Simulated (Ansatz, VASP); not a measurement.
# CO2 in VASP and in Ansatz

```
C O
1.0
     2.36502   -2.16463    0.00000
     2.36502    2.16463    0.00000
     0.00000    0.00000    6.00743
C O
2 4
Direct
  0.00000 0.00000 0.00000
  0.50000 0.50000 0.50000
  0.78420 0.21580 0.88482
  0.21580 0.78420 0.11518
  0.71580 0.28420 0.38482
  0.28420 0.71580 0.61518
```

Alike in both runs: functional PBEsol; k mesh 6 × 6 × 4; occupations gaussian, width 0.1 eV; no spin polarisation.

Ansatz relaxed the structure, and its values are those at the end. VASP's run is a single point on that final structure, the one shown.

```csv
,VASP,Ansatz
version,VASP 6.6.1,Ansatz 0.2.0
potentials or method,"VASP PAW PBE potentials, release 64 (C, O)","scalar-relativistic, plane waves, PAW"
plane-wave cutoff (eV),520,420
valence electrons in the cell,32,32
```

VASP gave:

* gap on the k mesh at the Fermi level (eV): 6.02
* least direct gap on the mesh (eV): 7.05
* pressure (GPa): 11.3
* rms of the force components (eV/Å): 0.342

Question: Estimate Ansatz's values.

Answer: gap on the k mesh at the Fermi level (eV): 6.03; least direct gap on the mesh (eV): 7.06; pressure (GPa): 8.9; rms of the force components (eV/Å): 0.001.

Caveats: the standard files for N, O and F lose accuracy on very short bonds; the PAW data sets were made with another functional, which shifts forces and pressure a little (VASP). A k mesh can miss the band edges.
